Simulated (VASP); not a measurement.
A run of VASP 6.6.1:

The input INCAR:

```
SYSTEM = Yb
PREC = Accurate ; ENCUT = 520
EDIFF = 1E-8 ; ISMEAR = -1
SIGMA = 0.05 ; LREAL = .False.
LASPH = .True. ; NELM = 100
ALGO = Fast ; ISIF = 2
LWAVE = .False. ; LCHARG = .False.
GGA = PE ; LEFG = .True.
NBANDS = 18
```

Contents of KPOINTS:

```
Automatic mesh
0
Gamma
  13 13 13
  0 0 0
```

Contents of POSCAR:

```
Yb
1.0
    0.0000000000      2.7227553435      2.7842465000
    2.7227553435      0.0000000000      2.7842465000
    2.7227553435      2.7227553435      0.0000000000
Yb
1
Direct
    0.0000000000      0.0000000000      0.0000000000
```

Potentials or basis: VASP PAW PBE potentials, release 64 (Yb).

Command:

```bash
$ cat potpaw_PBE.64/Yb/POTCAR > POTCAR
$ mpirun -np 1 vasp_std > vasp.out
```

Hardware: 1 thread of Intel(R) Xeon(R) Platinum 8259CL CPU @ 2.50GHz (Skylake/Cascade Lake), on a shared host.

Task: How long does it take, and how much memory?

Result: Run time: 12 min on 1 thread of Intel(R) Xeon(R) Platinum 8259CL CPU @ 2.50GHz (Skylake/Cascade Lake), with other jobs on the host, peak memory 0.3 GiB. Counts: scf iterations 61, k points 196.
